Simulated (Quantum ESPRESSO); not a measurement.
A run of Quantum ESPRESSO 7.5:

The input pw.in:

```
&CONTROL
  calculation = 'scf'
  prefix = 'pwscf'
  outdir = './tmp'
  pseudo_dir = './pseudo'
  tprnfor = .true.
  tstress = .true.
  disk_io = 'nowf'
/
&SYSTEM
  ibrav = 0
  nat = 2
  ntyp = 2
  ecutwfc = 88
  nbnd = 10
  occupations = 'smearing'
  smearing = 'fd'
  degauss = 0.00367493
/
&ELECTRONS
  conv_thr = 4d-10
  electron_maxstep = 120
  mixing_beta = 0.5
/
ATOMIC_SPECIES
S     32.0600 S.upf
Be     9.0122 Be.upf
CELL_PARAMETERS angstrom
   0.0000000000    2.4250000000    2.4250000000
   2.4250000000    0.0000000000    2.4250000000
   2.4250000000    2.4250000000    0.0000000000
ATOMIC_POSITIONS crystal
S      0.7500000000    0.7500000000    0.7500000000
Be     0.0000000000    0.0000000000    0.0000000000
K_POINTS automatic
4 4 4 0 0 0
```

Potentials or basis: PseudoDojo 0.4.1 SR PBE standard.

Command:

```bash
$ OMP_NUM_THREADS=2 pw.x -in pw.in > pw.out
```

Hardware: 2 threads of Arm Neoverse V1, with other jobs on the host.

**Question.** Estimate the wall time of this run.

**Answer.** Run time: 8.2 s on 2 threads of Arm Neoverse V1 (shared host), peak memory 0.05 GiB. Counts: scf iterations 8, bands 10, k points 8, g dense 21595.
